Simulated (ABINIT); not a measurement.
# GaN (F-43m) in ABINIT: a series of runs

One crystal, GaN, is run at these levels: LDA-Teter, PBE+D3(BJ); tasks: band structure, equation of state.

All numbers are computed with ABINIT 10.8.3 (patched build); they aren't measurements. Logs are shortened: lines on timing, memory, paths and dates and some standing lists are left out, and cuts for length are marked. The log counts tension as positive stress, the text compression.

**What was measured.**

From a printed reference work, textbook, for a bulk crystal of GaN at 0 K: band gap 3.299 eV (direct).

How close the calculation comes is told below.

## 1. The crystal as given

The structure is cubic, space group F-43m (No. 216). Conventional cell: a = 4.507 Å, b = 4.507 Å, c = 4.507 Å, α = 90.00°, β = 90.00°, γ = 90.00°. Ga (site symmetry -43m) is surrounded by 4 N at 1.95 Å. N (site symmetry -43m) has 4 Ga at 1.95 Å as nearest neighbours.

The cell is a database's computed one.

## 2. Band structure, LDA-Teter

Contents of run.abi:

```
ndtset 2

pp_dirpath "./"
pseudos "Ga.upf, N.upf"

acell 3.1869311219 3.1869311219 3.1869311219 Angstrom
rprim
     0.0000000000     0.7071067812     0.7071067812
     0.7071067812     0.0000000000     0.7071067812
     0.7071067812     0.7071067812     0.0000000000
ntypat 2
znucl 31 7
natom 2
typat 1 2
xred
     0.0000000000     0.0000000000     0.0000000000
     0.2500000000     0.2500000000     0.2500000000

ecut 42.0

ixc 1

occopt 3
tsmear 0.00183747

nstep 100

iomode 3
prtwf 0
prteig 0
prtebands 0
enunit 1
prtden1 1

kptopt1 1
ngkpt1 10 10 10
nshiftk1 1
shiftk1 0.0 0.0 0.0
nband1 13
tolvrs1 1.0e-10

iscf2 -2
getden2 1
nband2 17
nbdbuf2 2
tolwfr2 1.0e-12
kptopt2 -9
ndivsm2 8
prteig2 1
prtvol2 -3
kptbounds2
     0.0000000000     0.0000000000     0.0000000000
     0.5000000000     0.0000000000     0.5000000000
     0.5000000000     0.2500000000     0.7500000000
     0.3750000000     0.3750000000     0.7500000000
     0.0000000000     0.0000000000     0.0000000000
     0.5000000000     0.5000000000     0.5000000000
     0.6250000000     0.2500000000     0.6250000000
     0.5000000000     0.2500000000     0.7500000000
     0.5000000000     0.5000000000     0.5000000000
     0.3750000000     0.3750000000     0.7500000000
```

Potentials or basis: PseudoDojo NC SR LDA v0.4.1 standard.

The run is started by

```sh
$ abinit run.abi > log 2>&1
```

run.abo:

```text
.Version 10.8.3 of ABINIT
 DATASET    1 : space group F-4 3 m (#216); Bravais cF (face-center cubic)
================================================================================
 Values of the parameters that define the memory need for DATASET  1.
     intxc =       0    ionmov =       0      iscf =       7    lmnmax =       6
     lnmax =       6     mgfft =      36  mpssoang =       3    mqgrid =    3001
     natom =       2  nloc_mem =       1    nspden =       1   nspinor =       1
    nsppol =       1      nsym =      24    n1xccc =    2501    ntypat =       2
    occopt =       3   xclevel =       1
       mpw =        2020          nfft =       46656          nkpt =          47
================================================================================
================================================================================

 DATASET    2 : space group F-4 3 m (#216); Bravais cF (face-center cubic)
================================================================================
 Values of the parameters that define the memory need for DATASET  2.
     intxc =       0    ionmov =       0      iscf =      -2    lmnmax =       6
     lnmax =       6     mgfft =      36  mpssoang =       3    mqgrid =    3001
     natom =       2  nloc_mem =       1    nspden =       1   nspinor =       1
    nsppol =       1      nsym =      24    n1xccc =    2501    ntypat =       2
    occopt =       3   xclevel =       1
       mpw =        2040          nfft =       46656          nkpt =         139
================================================================================
================================================================================

--------------------------------------------------------------------------------
------------- Echo of variables that govern the present computation ------------
--------------------------------------------------------------------------------
 -outvars: echo values of preprocessed input variables --------
            acell      6.0224270025E+00  6.0224270025E+00  6.0224270025E+00 Bohr
              amu      6.97230000E+01  1.40067400E+01
             ecut      4.20000000E+01 Hartree
           enunit           1
           getden1          0
           getden2          1
             iscf1          7
             iscf2         -2
           jdtset        1    2
           kptopt1          1
           kptopt2         -9
         kptrlatt       10    0    0      0   10    0      0    0   10
          kptrlen1     6.02242700E+01
          kptrlen2     3.00000000E+01
            natom           2
            nband1         13
            nband2         17
           nbdbuf1          0
           nbdbuf2          2
           ndtset           2
           ndivsm1          0
           ndivsm2          8
            ngfft          36      36      36
             nkpt1         47
             nkpt2        139
            nstep         100
             nsym          24
           ntypat           2
           occopt           3
        prtebands           0
           prteig1          0
           prteig2          1
           prtvol1          0
           prtvol2         -3
            prtwf           0
            rprim      0.0000000000E+00  7.0710678120E-01  7.0710678120E-01
                       7.0710678120E-01  0.0000000000E+00  7.0710678120E-01
                       7.0710678120E-01  7.0710678120E-01  0.0000000000E+00
           shiftk1     0.00000000E+00  0.00000000E+00  0.00000000E+00
           shiftk2     5.00000000E-01  5.00000000E-01  5.00000000E-01
          spgroup         216
           tolvrs1     1.00000000E-10
           tolvrs2     0.00000000E+00
           tolwfr1     0.00000000E+00
           tolwfr2     1.00000000E-12
           tsmear      1.83747000E-03 Hartree
            typat      1  2
           xangst      0.0000000000E+00  0.0000000000E+00  0.0000000000E+00
                       1.1267503038E+00  1.1267503038E+00  1.1267503038E+00
            xcart      0.0000000000E+00  0.0000000000E+00  0.0000000000E+00
                       2.1292494864E+00  2.1292494864E+00  2.1292494864E+00
             xred      0.0000000000E+00  0.0000000000E+00  0.0000000000E+00
                       2.5000000000E-01  2.5000000000E-01  2.5000000000E-01
            znucl       31.00000    7.00000

================================================================================

 chkinp: Checking input parameters for consistency, jdtset=   1.

 chkinp: Checking input parameters for consistency, jdtset=   2.

================================================================================
== DATASET  1 ==================================================================

--- !DatasetInfo
iteration_state: {dtset: 1, }
dimensions: {natom: 2, nkpt: 47, mband: 13, nsppol: 1, nspinor: 1, nspden: 1, mpw: 2020, }
cutoff_energies: {ecut:  42.0, pawecutdg:  -1.0, }
electrons: {nelect:   1.80000000E+01, charge:   0.00000000E+00, occopt:   3.00000000E+00, tsmear:   1.83747000E-03, }
meta: {optdriver: 0, ionmov: 0, optcell: 0, iscf: 7, paral_kgb: 0, }
[... 163 lines left out ...]
  LDA: new Teter (4/93) with spin-polarized option - ixc=1
  S. Goedecker, M. Teter, J. Huetter, PRB 54, 1703 (1996)

 Real(R)+Recip(G) space primitive vectors, cartesian coordinates (Bohr,Bohr^-1):
 R(1)=  0.0000000  4.2584990  4.2584990  G(1)= -0.1174123  0.1174123  0.1174123
 R(2)=  4.2584990  0.0000000  4.2584990  G(2)=  0.1174123 -0.1174123  0.1174123
 R(3)=  4.2584990  4.2584990  0.0000000  G(3)=  0.1174123  0.1174123 -0.1174123
 Unit cell volume ucvol=  1.5445417E+02 bohr^3
 Angles (23,13,12)=  6.00000000E+01  6.00000000E+01  6.00000000E+01 degrees

 getcut: wavevector=  0.0000  0.0000  0.0000  ngfft=  36  36  36
         ecut(hartree)=     42.000   => boxcut(ratio)=   2.04900
--------------------------------------------------------------------------------

================================================================================
 Non-SCF case, kpt    1 (  0.00000  0.00000  0.00000), residuals and eigenvalues=
  3.85E-13  3.03E-13  4.62E-13  6.63E-13  3.19E-13  5.25E-13  3.17E-13  4.56E-13
  4.85E-13  7.10E-13  5.85E-13  3.71E-13  3.36E-13  6.29E-13  5.01E-13  1.59E-08
  1.57E-05
 -3.9759E-01 -3.1923E-01 -3.1923E-01 -3.1923E-01 -3.0784E-01 -3.0784E-01
  1.8242E-01  1.8242E-01  1.8242E-01  2.4744E-01  5.5572E-01  5.5572E-01
  5.5572E-01  8.1815E-01  8.6905E-01  8.6905E-01  8.6908E-01
 Non-SCF case, kpt    2 (  0.02174  0.00000  0.02174), residuals and eigenvalues=
  5.24E-13  8.25E-13  4.66E-13  3.52E-13  8.09E-13  3.03E-13  5.88E-13  3.52E-13
  3.55E-13  8.49E-13  3.39E-13  4.93E-13  3.27E-13  8.77E-13  7.36E-13  9.49E-13
  3.08E-12
 -3.9732E-01 -3.1918E-01 -3.1918E-01 -3.1916E-01 -3.0786E-01 -3.0782E-01
  1.7946E-01  1.8183E-01  1.8183E-01  2.5048E-01  5.5397E-01  5.5631E-01
  5.5631E-01  8.1977E-01  8.5357E-01  8.7027E-01  8.7027E-01
[... 945 lines left out ...]
 Non-SCF case, kpt  138 (  0.38393  0.38393  0.73214), residuals and eigenvalues=
  2.59E-13  1.39E-13  1.85E-13  1.29E-13  2.64E-13  4.67E-13  8.37E-13  5.87E-13
  8.52E-13  1.22E-13  3.43E-13  7.73E-13  2.99E-13  3.63E-13  5.00E-13  6.67E-11
  9.57E-08
 -3.6353E-01 -3.1511E-01 -3.1031E-01 -3.0994E-01 -3.0656E-01 -2.3163E-01
 -3.6007E-02  2.3657E-02  1.0480E-01  3.6902E-01  4.6773E-01  5.7776E-01
  6.4340E-01  6.8298E-01  9.1876E-01  1.0171E+00  1.0746E+00
 Non-SCF case, kpt  139 (  0.37500  0.37500  0.75000), residuals and eigenvalues=
  5.16E-13  6.88E-13  3.92E-13  8.17E-13  1.48E-13  9.44E-13  5.10E-13  7.60E-13
  2.60E-13  6.60E-13  8.30E-13  2.71E-13  2.84E-13  7.78E-13  4.26E-13  5.64E-10
  1.83E-06
 -3.6342E-01 -3.1511E-01 -3.1001E-01 -3.1000E-01 -3.0643E-01 -2.3098E-01
 -3.5894E-02  2.4530E-02  1.0195E-01  3.6303E-01  4.6625E-01  5.8270E-01
  6.4834E-01  6.7663E-01  9.3142E-01  1.0167E+00  1.0821E+00

--- !ResultsGS
iteration_state: {dtset: 2, }
comment   : Summary of ground state results
lattice_vectors:
- [  0.0000000,   4.2584990,   4.2584990, ]
- [  4.2584990,   0.0000000,   4.2584990, ]
- [  4.2584990,   4.2584990,   0.0000000, ]
lattice_lengths: [   6.02243,    6.02243,    6.02243, ]
lattice_angles: [ 60.000,  60.000,  60.000, ] # degrees, (23, 13, 12)
lattice_volume:   1.5445417E+02
convergence: {deltae:  0.000E+00, res2:  0.000E+00, residm:  9.998E-13, diffor:  0.000E+00, }
etotal    :  -8.67793626E+01
entropy   :   0.00000000E+00
fermie    :   2.16550984E-01
cartesian_stress_tensor: null
pressure_GPa: null
xred      :
- [  0.0000E+00,   0.0000E+00,   0.0000E+00, Ga]
- [  2.5000E-01,   2.5000E-01,   2.5000E-01,  N]
cartesian_forces: null
force_length_stats: {min: null, max: null, mean: null, }
...

 Integrated electronic density in atomic spheres:
 ------------------------------------------------
 Atom  Sphere_radius  Integrated_density
    1        2.00000         10.89784254
    2        2.00000          5.19321131
================================================================================

 ----iterations are completed or convergence reached----

 Mean square residual over all n,k,spin=   50.579E-14; max=  99.981E-14
 reduced coordinates (array xred) for    2 atoms
       0.000000000000      0.000000000000      0.000000000000
       0.250000000000      0.250000000000      0.250000000000

 cartesian coordinates (angstrom) at end:
    1      0.00000000000000     0.00000000000000     0.00000000000000
    2      1.12675030375641     1.12675030375641     1.12675030375641
 length scales=  6.022427002523  6.022427002523  6.022427002523 bohr
              =  3.186931121900  3.186931121900  3.186931121900 angstroms
 Eigenvalues (   eV  ) for nkpt= 139  k points:
 kpt#   1, nband= 17, wtk=  1.00000, kpt=  0.0000  0.0000  0.0000 (reduced coord)
 -10.81891   -8.68656   -8.68656   -8.68656   -8.37668   -8.37668    4.96389    4.96389
   4.96389    6.73324   15.12183   15.12183   15.12183   22.26310   23.64807   23.64807
  23.64879
 kpt#   2, nband= 17, wtk=  1.00000, kpt=  0.0217  0.0000  0.0217 (reduced coord)
 -10.81176   -8.68534   -8.68534   -8.68478   -8.37725   -8.37633    4.88326    4.94784
   4.94784    6.81578   15.07431   15.13790   15.13790   22.30718   23.22693   23.68112
  23.68112
 kpt#   3, nband= 17, wtk=  1.00000, kpt=  0.0435  0.0000  0.0435 (reduced coord)
 -10.79048   -8.68168   -8.68168   -8.67931   -8.37889   -8.37528    4.67556    4.90027
   4.90027    7.02871   14.93736   15.18564   15.18564   22.19509   22.77741   23.78006
  23.78007
 kpt#   4, nband= 17, wtk=  1.00000, kpt=  0.0652  0.0000  0.0652 (reduced coord)
 -10.75565   -8.67564   -8.67564   -8.66980   -8.38144   -8.37356    4.39709    4.82295
   4.82295    7.31427   14.72554   15.26375   15.26375   21.50257   22.98967   23.94424
  23.94424
 kpt#   5, nband= 17, wtk=  1.00000, kpt=  0.0870  0.0000  0.0870 (reduced coord)
[... 525 lines left out ...]
   3.04365   10.41818   12.66375   15.39892   17.14674   19.15757   24.48410   27.32608
  28.56538
 kpt# 137, nband= 17, wtk=  1.00000, kpt=  0.3929  0.3929  0.7143 (reduced coord)
  -9.89703   -8.57550   -8.45526   -8.43119   -8.34384   -6.34325   -1.02905    0.72816
   2.94235   10.22312   12.72293   15.55834   17.34166   18.83860   24.71237   27.59586
  28.90675
 kpt# 138, nband= 17, wtk=  1.00000, kpt=  0.3839  0.3839  0.7321 (reduced coord)
  -9.89210   -8.57460   -8.44390   -8.43400   -8.34191   -6.30300   -0.97981    0.64374
   2.85184   10.04164   12.72761   15.72175   17.50775   18.58478   25.00071   27.67733
  29.24146
 kpt# 139, nband= 17, wtk=  1.00000, kpt=  0.3750  0.3750  0.7500 (reduced coord)
  -9.88926   -8.57456   -8.43585   -8.43542   -8.33839   -6.28538   -0.97673    0.66748
   2.77427    9.87854   12.68720   15.85594   17.64230   18.41206   25.34524   27.66693
  29.44526

== END DATASET(S) ==============================================================
================================================================================

 -outvars: echo values of variables after computation  --------
            acell      6.0224270025E+00  6.0224270025E+00  6.0224270025E+00 Bohr
           etotal1    -8.6779362587E+01
            fcart1    -0.0000000000E+00 -0.0000000000E+00 -0.0000000000E+00
                      -0.0000000000E+00 -0.0000000000E+00 -0.0000000000E+00
            rprim      0.0000000000E+00  7.0710678120E-01  7.0710678120E-01
                       7.0710678120E-01  0.0000000000E+00  7.0710678120E-01
                       7.0710678120E-01  7.0710678120E-01  0.0000000000E+00
           strten1     2.2597408068E-04  2.2597408068E-04  2.2597408068E-04
                       0.0000000000E+00  0.0000000000E+00  0.0000000000E+00
           xangst      0.0000000000E+00  0.0000000000E+00  0.0000000000E+00
                       1.1267503038E+00  1.1267503038E+00  1.1267503038E+00
             xred      0.0000000000E+00  0.0000000000E+00  0.0000000000E+00
                       2.5000000000E-01  2.5000000000E-01  2.5000000000E-01
 Calculation completed.
```

It took 1.7 min on 1 thread of Intel Xeon Platinum 8488C (Sapphire Rapids), shared host; peak memory 0.13 GiB.

What came out:

```yaml
Free_energy: -2361.3868 eV
Pressure: -6.6 GPa
Band_gap_on_the_k_mesh: 1.77 eV, direct
Band_gap_along_the_path: 1.77 eV, direct
Valence_electrons_inside_the_program's_atomic_spheres: Ga 10.90; N 5.19
```

Levels at the corners of the path, in eV from the valence-band top:
```csv
point,band 6,band 7,band 8,band 9,band 10,band 11,band 12,band 13
Γ,-13.34,0.00,0.00,0.00,1.77,10.16,10.16,10.16
X,-11.41,-6.21,-2.72,-2.72,3.29,6.50,11.51,13.75
W,-11.12,-5.77,-3.73,-3.68,6.14,8.23,10.18,10.94
K,-11.25,-5.94,-4.30,-2.19,4.91,7.72,10.89,12.68
Γ,-13.34,0.00,0.00,0.00,1.77,10.16,10.16,10.16
L,-11.90,-7.11,-0.98,-0.98,4.56,8.61,10.24,10.24
U,-11.25,-5.94,-4.30,-2.19,4.91,7.72,10.89,12.68
W,-11.12,-5.77,-3.73,-3.68,6.14,8.23,10.18,10.94
L,-11.90,-7.11,-0.98,-0.98,4.56,8.61,10.24,10.24
K,-11.25,-5.94,-4.30,-2.19,4.91,7.72,10.89,12.68
```

(Continued in part 2 of 2.)
